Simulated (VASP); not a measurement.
# Al2O3 (Pnnm) in VASP: notebook, part 2 of 2

VASP 6.6.1. The steps go on from the part before.

### 4 Band structure, PBE

POSCAR

```
Al2O3
1.0
    4.6137770000      0.0000000000      0.0000000000
    0.0000000000      9.5632790000      0.0000000000
    0.0000000000      0.0000000000      3.1198620000
Al O
4 6
Direct
    0.9829750000      0.8245730000      0.0000000000
    0.0170250000      0.1754270000      0.0000000000
    0.4829750000      0.6754270000      0.5000000000
    0.5170250000      0.3245730000      0.5000000000
    0.5000000000      0.5000000000      0.5000000000
    0.1236350000      0.7530500000      0.5000000000
    0.3763650000      0.2530500000      0.0000000000
    0.6236350000      0.7469500000      0.0000000000
    0.0000000000      0.0000000000      0.0000000000
    0.8763650000      0.2469500000      0.5000000000
```

INCAR.step1

```
SYSTEM = Al2O3
ALGO     = Normal         ! electronic algorithm
EDIFF    = 1E-6           ! SCF threshold, eV
ENCUT    = 900            ! plane-wave cutoff, eV
GGA      = PE             ! functional
ISIF     = 2              ! what is computed and relaxed
ISMEAR   = -1             ! smearing method
LASPH    = .True.         ! aspherical terms in the spheres
LCHARG   = .True.         ! write CHGCAR
LREAL    = .False.        ! projectors in reciprocal space
LWAVE    = .False.        ! write WAVECAR
NBANDS   = 35             ! bands
NELM     = 80             ! most SCF steps
PREC     = Accurate       ! precision mode
SIGMA    = 0.05           ! smearing width, eV
```

KPOINTS.step1

```
k-points
0
Gamma
  5 3 7
  0 0 0
```

INCAR.step2

```
SYSTEM = Al2O3
ALGO     = Normal         ! electronic algorithm
EDIFF    = 1E-6           ! SCF threshold, eV
ENCUT    = 900            ! plane-wave cutoff, eV
GGA      = PE             ! functional
ICHARG   = 11             ! starting density
ISIF     = 2              ! what is computed and relaxed
ISMEAR   = 0              ! smearing method
LASPH    = .True.         ! aspherical terms in the spheres
LCHARG   = .False.        ! write CHGCAR
LREAL    = .False.        ! projectors in reciprocal space
LWAVE    = .False.        ! write WAVECAR
NBANDS   = 35             ! bands
NELM     = 80             ! most SCF steps
PREC     = Accurate       ! precision mode
SIGMA    = 0.05           ! smearing width, eV
```

KPOINTS.step2

```
path GXSYGZURTZ,YT,UX,SR
20
line-mode
reciprocal
 0.0000000000  0.0000000000  0.0000000000  G
 0.0000000000  0.0000000000  0.5000000000  X

 0.0000000000  0.0000000000  0.5000000000  X
 0.5000000000  0.0000000000  0.5000000000  S

 0.5000000000  0.0000000000  0.5000000000  S
 0.5000000000  0.0000000000  0.0000000000  Y

 0.5000000000  0.0000000000  0.0000000000  Y
 0.0000000000  0.0000000000  0.0000000000  G

 0.0000000000  0.0000000000  0.0000000000  G
 0.0000000000  0.5000000000  0.0000000000  Z

 0.0000000000  0.5000000000  0.0000000000  Z
 0.0000000000  0.5000000000  0.5000000000  U

 0.0000000000  0.5000000000  0.5000000000  U
 0.5000000000  0.5000000000  0.5000000000  R

 0.5000000000  0.5000000000  0.5000000000  R
 0.5000000000  0.5000000000  0.0000000000  T

 0.5000000000  0.5000000000  0.0000000000  T
 0.0000000000  0.5000000000  0.0000000000  Z

 0.5000000000  0.0000000000  0.0000000000  Y
 0.5000000000  0.5000000000  0.0000000000  T

 0.0000000000  0.5000000000  0.5000000000  U
 0.0000000000  0.0000000000  0.5000000000  X

 0.5000000000  0.0000000000  0.5000000000  S
 0.5000000000  0.5000000000  0.5000000000  R
```

Potentials or basis: VASP PAW PBE potentials, release 64 (Al, O).

Started as:

```console
> cat potpaw_PBE.64/Al/POTCAR potpaw_PBE.64/O/POTCAR > POTCAR
> cp INCAR.step1 INCAR
> cp KPOINTS.step1 KPOINTS
> mpirun -np 1 vasp_std > vasp.out
> cp INCAR.step2 INCAR
> cp KPOINTS.step2 KPOINTS
> mpirun -np 1 vasp_std > vasp.out
```

OUTCAR:

```text
SYSTEM = Al2O3
   EDIFF = 1E-6
   ENCUT = 900
   GGA = PE
   ICHARG = 11
   ISIF = 2
   ISMEAR = 0
   LASPH = .True.
   LREAL = .False.
   NELM = 80
   PREC = Accurate

 ion  position               nearest neighbor table
   1  0.983  0.825  0.000-   9 1.68   8 1.82   6 1.82   6 1.82   3 3.13   3 3.13   3 3.13   3 3.13
                             2 3.36
   2  0.017  0.175  0.000-   9 1.68   7 1.82  10 1.82  10 1.82   4 3.13   4 3.13   4 3.13   4 3.13
                             1 3.36
   3  0.483  0.675  0.500-   5 1.68   6 1.82   8 1.82   8 1.82   1 3.13   1 3.13   1 3.13   1 3.13
                             4 3.36
   4  0.517  0.325  0.500-   5 1.68  10 1.82   7 1.82   7 1.82   2 3.13   2 3.13   2 3.13   2 3.13
                             3 3.36
   5  0.500  0.500  0.500-   3 1.68   4 1.68
   6  0.124  0.753  0.500-   3 1.82   1 1.82   1 1.82
   7  0.376  0.253  0.000-   2 1.82   4 1.82   4 1.82
   8  0.624  0.747  0.000-   1 1.82   3 1.82   3 1.82
   9  0.000  0.000  0.000-   1 1.68   2 1.68
  10  0.876  0.247  0.500-   4 1.82   2 1.82   2 1.82

  LATTYP: Found a simple orthorhombic cell.
 ALAT       =     3.1198620000
 B/A-ratio  =     1.4788400897
 C/A-ratio  =     3.0652891057
[... 200 lines left out ...]
 fundamental gap:      3.5132814812
 Fermi energy:         2.1691928921

 k-point     1 :       0.0000    0.0000    0.0000
  band No.  band energies     occupation
      1     -17.0820      2.00000
      2     -17.0094      2.00000
      3     -15.7626      2.00000
      4     -15.7363      2.00000
      5     -14.4635      2.00000
      6     -14.3502      2.00000
[... 901 lines left out ...]
     34      12.6754      0.00000
     35      13.1273      0.00000

 [... further k-points ...]
[... 5 lines left out ...]
  --------------------------------------------------------------------------------------
  -------------------------------------------------------------------------------------
  Total        2.3916264      2.6107603      0.6043640      0.0000000      0.0000000      0.0000000
  in kB       27.8358898     30.3863667      7.0341290      0.0000000      0.0000000      0.0000000
  external PRESSURE =      21.7521285 kB  Pullay stress =       0.0000000 kB

 VOLUME and BASIS-vectors are now :
 -----------------------------------------------------------------------------
  energy-cutoff  :      900.00
  volume of cell :      137.66
      direct lattice vectors                 reciprocal lattice vectors
     4.613777000  0.000000000  0.000000000     0.216742162  0.000000000  0.000000000
     0.000000000  9.563279000  0.000000000     0.000000000  0.104566645  0.000000000
     0.000000000  0.000000000  3.119862000     0.000000000  0.000000000  0.320526998

 POSITION                                       TOTAL-FORCE (eV/Angst)
 -----------------------------------------------------------------------------------
      4.53523      7.88562      0.00000        -0.008872     -0.082545      0.000000
      0.07855      1.67766      0.00000         0.008872      0.082545     -0.000000
      2.22834      6.45930      1.55993        -0.008872      0.082545      0.000000
      2.38544      3.10398      1.55993         0.008872     -0.082545     -0.000000
      2.30689      4.78164      1.55993        -0.000000      0.000000      0.000000
      0.57042      7.20163      1.55993         0.101727     -0.015521      0.000000
      1.73646      2.41999      0.00000        -0.101727     -0.015521      0.000000
      2.87731      7.14329      0.00000         0.101727      0.015521      0.000000
      0.00000      0.00000      0.00000        -0.000000      0.000000      0.000000
      4.04335      2.36165      1.55993        -0.101727      0.015521      0.000000
 -----------------------------------------------------------------------------------
    total drift:                                0.000000     -0.000000     -0.000000

  FREE ENERGIE OF THE ION-ELECTRON SYSTEM (eV)
  ---------------------------------------------------
  free  energy   TOTEN  =       -73.5762525203 eV

  energy  without entropy=      -73.5762525203  energy(sigma->0) =      -73.57625252
```

OUTCAR.step1:

```text
SYSTEM = Al2O3
   EDIFF = 1E-6
   ENCUT = 900
   GGA = PE
   ISIF = 2
[... 1171 lines left out ...]
      1.73646      2.41999      0.00000        -0.157551     -0.106748     -0.000000
      2.87731      7.14329      0.00000         0.157551      0.106748      0.000000
      0.00000      0.00000      0.00000         0.000000      0.000000      0.000000
      4.04335      2.36165      1.55993        -0.157551      0.106748     -0.000000
 -----------------------------------------------------------------------------------
    total drift:                                0.000000     -0.000000     -0.000000

  FREE ENERGIE OF THE ION-ELECTRON SYSTEM (eV)
  ---------------------------------------------------
  free  energy   TOTEN  =       -73.9084455910 eV

  energy  without entropy=      -73.9084455909  energy(sigma->0) =      -73.90844559
```

OSZICAR.step1:

```text
N       E                     dE             d eps       ncg     rms          rms(c)
DAV:   1     0.344384502430E+03    0.34438E+03   -0.31240E+04  1680   0.190E+03
DAV:   2    -0.560233470362E+02   -0.40041E+03   -0.37964E+03  2194   0.322E+02
DAV:   3    -0.854177407729E+02   -0.29394E+02   -0.29192E+02  2149   0.897E+01
DAV:   4    -0.858150392813E+02   -0.39730E+00   -0.39680E+00  1997   0.115E+01
DAV:   5    -0.858209113659E+02   -0.58721E-02   -0.58699E-02  2084   0.142E+00    0.203E+01
DAV:   6    -0.739749578951E+02    0.11846E+02   -0.44972E+01  1887   0.345E+01    0.739E+00
DAV:   7    -0.739306584467E+02    0.44299E-01   -0.10059E+00  1888   0.528E+00    0.397E+00
DAV:   8    -0.738899120003E+02    0.40746E-01   -0.11438E-01  2023   0.253E+00    0.123E+00
DAV:   9    -0.739020596636E+02   -0.12148E-01   -0.39338E-02  1894   0.144E+00    0.284E-01
DAV:  10    -0.739062315299E+02   -0.41719E-02   -0.51625E-03  1852   0.375E-01    0.200E-01
DAV:  11    -0.739083838637E+02   -0.21523E-02   -0.24717E-03  1800   0.317E-01    0.695E-02
DAV:  12    -0.739084016603E+02   -0.17797E-04   -0.44877E-04  2053   0.138E-01    0.185E-02
DAV:  13    -0.739084388873E+02   -0.37227E-04   -0.11064E-04  1817   0.597E-02    0.125E-02
DAV:  14    -0.739084452466E+02   -0.63594E-05   -0.19352E-05  1848   0.272E-02    0.171E-03
DAV:  15    -0.739084455910E+02   -0.34440E-06   -0.66890E-07  1525   0.524E-03
   1 F= -.73908446E+02 E0= -.73908446E+02  d E =-.878148E-10
```

Run time: 30 min. Hardware: 1 thread of Intel Xeon Platinum 8488C (Sapphire Rapids), shared host; peak memory 1.7 GiB.

What came out:

```
Band gap on the k mesh  : 3.51 eV, direct
Band gap along the path : 3.51 eV, direct
```

Levels at the corners of the path, in eV from the valence-band top:
```tsv
point	band 22	band 23	band 24	band 25	band 26	band 27
Γ	-0.53	-0.06	0.00	3.51	5.06	6.14
X	-1.07	-0.71	-0.71	7.73	7.73	8.04
X	-1.07	-0.71	-0.71	7.73	7.73	8.04
S	-1.21	-0.56	-0.56	6.94	6.94	8.08
S	-1.21	-0.56	-0.56	6.94	6.94	8.08
Y	-0.88	-0.02	-0.02	6.00	6.00	6.53
Y	-0.88	-0.02	-0.02	6.00	6.00	6.53
Γ	-0.53	-0.06	0.00	3.51	5.06	6.14
Γ	-0.53	-0.06	0.00	3.51	5.06	6.14
Z	-0.73	-0.03	-0.03	4.17	4.17	6.52
Z	-0.73	-0.03	-0.03	4.17	4.17	6.52
U	-1.14	-0.61	-0.61	7.64	7.64	8.08
U	-1.14	-0.61	-0.61	7.64	7.64	8.08
R	-1.05	-0.72	-0.72	7.14	7.14	8.06
R	-1.05	-0.72	-0.72	7.14	7.14	8.06
T	-0.81	-0.02	-0.02	5.98	5.98	6.48
T	-0.81	-0.02	-0.02	5.98	5.98	6.48
Z	-0.73	-0.03	-0.03	4.17	4.17	6.52
Y	-0.88	-0.02	-0.02	6.00	6.00	6.53
T	-0.81	-0.02	-0.02	5.98	5.98	6.48
U	-1.14	-0.61	-0.61	7.64	7.64	8.08
X	-1.07	-0.71	-0.71	7.73	7.73	8.04
S	-1.21	-0.56	-0.56	6.94	6.94	8.08
R	-1.05	-0.72	-0.72	7.14	7.14	8.06
```

Caveat: the log is that of the step along the path at fixed density, whose energy, stress, charges and moments have no meaning. As with any semilocal functional, this PBE gap is likely too small.

### 5 Band structure, revPBE

INCAR

```
SYSTEM = Al2O3
PREC     = Accurate       ! precision mode
ENCUT    = 520            ! plane-wave cutoff, eV
EDIFF    = 1E-7           ! SCF threshold, eV
ISMEAR   = -1             ! smearing method
SIGMA    = 0.05           ! smearing width, eV
LREAL    = .False.        ! projectors in reciprocal space
LASPH    = .True.         ! aspherical terms in the spheres
NELM     = 100            ! most SCF steps
ALGO     = Normal         ! electronic algorithm
ISIF     = 2              ! what is computed and relaxed
LWAVE    = .False.        ! write WAVECAR
LCHARG   = .False.        ! write CHGCAR
GGA      = RE             ! functional
NBANDS   = 35             ! bands
```

KPOINTS

```
regular mesh
0
Gamma
  5 3 7
  0 0 0
```

POSCAR is that of step 4.

KPOINTS_OPT

```
path GXSYGZURTZ,YT,UX,SR
15
line-mode
reciprocal
 0.0000000000  0.0000000000  0.0000000000  G
 0.0000000000  0.0000000000  0.5000000000  X

 0.0000000000  0.0000000000  0.5000000000  X
 0.5000000000  0.0000000000  0.5000000000  S

 0.5000000000  0.0000000000  0.5000000000  S
 0.5000000000  0.0000000000  0.0000000000  Y

 0.5000000000  0.0000000000  0.0000000000  Y
 0.0000000000  0.0000000000  0.0000000000  G

 0.0000000000  0.0000000000  0.0000000000  G
 0.0000000000  0.5000000000  0.0000000000  Z

 0.0000000000  0.5000000000  0.0000000000  Z
 0.0000000000  0.5000000000  0.5000000000  U

 0.0000000000  0.5000000000  0.5000000000  U
 0.5000000000  0.5000000000  0.5000000000  R

 0.5000000000  0.5000000000  0.5000000000  R
 0.5000000000  0.5000000000  0.0000000000  T

 0.5000000000  0.5000000000  0.0000000000  T
 0.0000000000  0.5000000000  0.0000000000  Z

 0.5000000000  0.0000000000  0.0000000000  Y
 0.5000000000  0.5000000000  0.0000000000  T

 0.0000000000  0.5000000000  0.5000000000  U
 0.0000000000  0.0000000000  0.5000000000  X

 0.5000000000  0.0000000000  0.5000000000  S
 0.5000000000  0.5000000000  0.5000000000  R
```

Started as:

```console
> cat potpaw_PBE.64/Al/POTCAR potpaw_PBE.64/O/POTCAR > POTCAR
> mpirun -np 1 vasp_std > vasp.out
```

Run time: 6.7 min. Hardware: 1 thread of AMD EPYC 9R45 (Zen 5), shared host; peak memory 0.28 GiB.

The run converged. Its results:

- Free energy: -71.0516 eV
- Pressure: 2.0 GPa
- Largest force: 0.208 eV/Å
- Band gap on the k mesh: 3.66 eV, direct
- Band gap along the path: 3.66 eV, direct

Forces on the atoms (eV/Å):
```
Al  -0.045 -0.051  0.000
Al   0.045  0.051  0.000
Al  -0.045  0.051  0.000
Al   0.045 -0.051  0.000
O    0.000  0.000  0.000
O    0.145 -0.149  0.000
O   -0.145 -0.149  0.000
O    0.145  0.149  0.000
O    0.000  0.000  0.000
O   -0.145  0.149  0.000
```

Stress tensor (GPa, compression positive):
```
 3.01  0.00  0.00
 0.00  3.85  0.00
 0.00  0.00 -0.94
```

Levels at the corners of the path, in eV from the valence-band top:
| point | band 22 | band 23 | band 24 | band 25 | band 26 | band 27 |
| --- | --- | --- | --- | --- | --- | --- |
| Γ | -0.53 | -0.06 | 0.00 | 3.66 | 5.16 | 6.31 |
| X | -1.06 | -0.71 | -0.71 | 7.84 | 7.84 | 8.21 |
| X | -1.06 | -0.71 | -0.71 | 7.84 | 7.84 | 8.21 |
| S | -1.20 | -0.56 | -0.56 | 7.09 | 7.09 | 8.22 |
| S | -1.20 | -0.56 | -0.56 | 7.09 | 7.09 | 8.22 |
| Y | -0.88 | -0.02 | -0.02 | 6.13 | 6.13 | 6.64 |
| Y | -0.88 | -0.02 | -0.02 | 6.13 | 6.13 | 6.64 |
| Γ | -0.53 | -0.06 | 0.00 | 3.66 | 5.16 | 6.31 |
| Γ | -0.53 | -0.06 | 0.00 | 3.66 | 5.16 | 6.31 |
| Z | -0.73 | -0.03 | -0.03 | 4.31 | 4.31 | 6.65 |
| Z | -0.73 | -0.03 | -0.03 | 4.31 | 4.31 | 6.65 |
| U | -1.13 | -0.61 | -0.61 | 7.76 | 7.76 | 8.26 |
| U | -1.13 | -0.61 | -0.61 | 7.76 | 7.76 | 8.26 |
| R | -1.04 | -0.72 | -0.72 | 7.30 | 7.30 | 8.16 |
| R | -1.04 | -0.72 | -0.72 | 7.30 | 7.30 | 8.16 |
| T | -0.80 | -0.02 | -0.02 | 6.09 | 6.09 | 6.63 |
| T | -0.80 | -0.02 | -0.02 | 6.09 | 6.09 | 6.63 |
| Z | -0.73 | -0.03 | -0.03 | 4.31 | 4.31 | 6.65 |
| Y | -0.88 | -0.02 | -0.02 | 6.13 | 6.13 | 6.64 |
| T | -0.80 | -0.02 | -0.02 | 6.09 | 6.09 | 6.63 |
| U | -1.13 | -0.61 | -0.61 | 7.76 | 7.76 | 8.26 |
| X | -1.06 | -0.71 | -0.71 | 7.84 | 7.84 | 8.21 |
| S | -1.20 | -0.56 | -0.56 | 7.09 | 7.09 | 8.22 |
| R | -1.04 | -0.72 | -0.72 | 7.30 | 7.30 | 8.16 |

Caveat: the PAW data sets were made with another functional, which shifts forces and pressure a little.

### 6 Band structure, BLYP

INCAR, as its differences from that of step 5:

```diff
@@ -13,3 +13,7 @@
 LCHARG   = .False.        ! write CHGCAR
-GGA      = RE             ! functional
+GGA      = B5             ! functional
+ALDAX    = 1.0          
+AGGAX    = 1.0          
+AGGAC    = 1.0          
+ALDAC    = 0.0          
 NBANDS   = 35             ! bands
```

KPOINTS is that of step 5.

POSCAR is that of step 5.

KPOINTS_OPT is that of step 5.

Potentials or basis: VASP PAW PBE potentials, release 64 (Al, O).

Started as:

```console
> cat potpaw_PBE.64/Al/POTCAR potpaw_PBE.64/O/POTCAR > POTCAR
> mpirun -np 1 vasp_std > vasp.out
```

Wall time 6.4 min (1 thread of AMD EPYC 9R45 (Zen 5), shared host); peak memory 0.28 GiB.

Results (log left out):

| Quantity | Value |
| --- | --- |
| Free energy | -71.3579 eV |
| Pressure | 2.0 GPa |
| Largest force | 0.205 eV/Å |
| Band gap on the k mesh | 3.62 eV, direct |
| Band gap along the path | 3.62 eV, direct |

Forces on the atoms (eV/Å):
```
Al  -0.077 -0.074  0.000
Al   0.077  0.074  0.000
Al  -0.077  0.074  0.000
Al   0.077 -0.074  0.000
O    0.000  0.000  0.000
O    0.175 -0.106  0.000
O   -0.175 -0.106  0.000
O    0.175  0.106  0.000
O    0.000  0.000  0.000
O   -0.175  0.106  0.000
```

Stress tensor (GPa, compression positive):
```
 3.20  0.00  0.00
 0.00  3.77  0.00
 0.00  0.00 -0.96
```

Levels at the corners of the path, in eV from the valence-band top:
| point | band 21 | band 22 | band 23 | band 24 | band 25 | band 26 | band 27 | band 28 |
| --- | --- | --- | --- | --- | --- | --- | --- | --- |
| Γ | -1.04 | -0.53 | -0.06 | 0.00 | 3.62 | 5.18 | 6.24 | 7.01 |
| X | -1.07 | -1.07 | -0.71 | -0.71 | 7.87 | 7.87 | 8.14 | 8.14 |
| X | -1.07 | -1.07 | -0.71 | -0.71 | 7.87 | 7.87 | 8.14 | 8.14 |
| S | -1.21 | -1.21 | -0.56 | -0.56 | 7.07 | 7.07 | 8.19 | 8.19 |
| S | -1.21 | -1.21 | -0.56 | -0.56 | 7.07 | 7.07 | 8.19 | 8.19 |
| Y | -0.88 | -0.88 | -0.02 | -0.02 | 6.08 | 6.08 | 6.64 | 6.64 |
| Y | -0.88 | -0.88 | -0.02 | -0.02 | 6.08 | 6.08 | 6.64 | 6.64 |
| Γ | -1.04 | -0.53 | -0.06 | 0.00 | 3.62 | 5.18 | 6.24 | 7.01 |
| Γ | -1.04 | -0.53 | -0.06 | 0.00 | 3.62 | 5.18 | 6.24 | 7.01 |
| Z | -0.73 | -0.73 | -0.03 | -0.03 | 4.28 | 4.28 | 6.64 | 6.64 |
| Z | -0.73 | -0.73 | -0.03 | -0.03 | 4.28 | 4.28 | 6.64 | 6.64 |
| U | -1.13 | -1.13 | -0.61 | -0.61 | 7.78 | 7.78 | 8.19 | 8.19 |
| U | -1.13 | -1.13 | -0.61 | -0.61 | 7.78 | 7.78 | 8.19 | 8.19 |
| R | -1.04 | -1.04 | -0.72 | -0.72 | 7.28 | 7.28 | 8.21 | 8.21 |
| R | -1.04 | -1.04 | -0.72 | -0.72 | 7.28 | 7.28 | 8.21 | 8.21 |
| T | -0.81 | -0.81 | -0.02 | -0.02 | 6.08 | 6.08 | 6.56 | 6.56 |
| T | -0.81 | -0.81 | -0.02 | -0.02 | 6.08 | 6.08 | 6.56 | 6.56 |
| Z | -0.73 | -0.73 | -0.03 | -0.03 | 4.28 | 4.28 | 6.64 | 6.64 |
| Y | -0.88 | -0.88 | -0.02 | -0.02 | 6.08 | 6.08 | 6.64 | 6.64 |
| T | -0.81 | -0.81 | -0.02 | -0.02 | 6.08 | 6.08 | 6.56 | 6.56 |
| U | -1.13 | -1.13 | -0.61 | -0.61 | 7.78 | 7.78 | 8.19 | 8.19 |
| X | -1.07 | -1.07 | -0.71 | -0.71 | 7.87 | 7.87 | 8.14 | 8.14 |
| S | -1.21 | -1.21 | -0.56 | -0.56 | 7.07 | 7.07 | 8.19 | 8.19 |
| R | -1.04 | -1.04 | -0.72 | -0.72 | 7.28 | 7.28 | 8.21 | 8.21 |

Caveat: the PAW data sets were made with another functional, which shifts forces and pressure a little.

### 7 Summary

```tsv
level	cutoff (eV)	gap on the mesh (eV)	pressure (GPa)	largest force (eV/Å)
PBE	900	3.51	-	-
revPBE	520	3.66	2.0	0.21
BLYP	520	3.62	2.0	0.20
```

Alike in all rows: task band structure; potentials or basis VASP PAW PBE potentials, release 64 (Al, O); no spin polarisation; cell as given; k mesh 5 × 3 × 7; smearing fermi-dirac 0.05 eV.

On the cell as given the gap runs from 3.51 eV (PBE) to 3.66 eV (revPBE).

Caveats: the PAW data sets were made with another functional, which shifts forces and pressure a little (some runs).

Absolute energies hang on the potentials; compare differences alone.
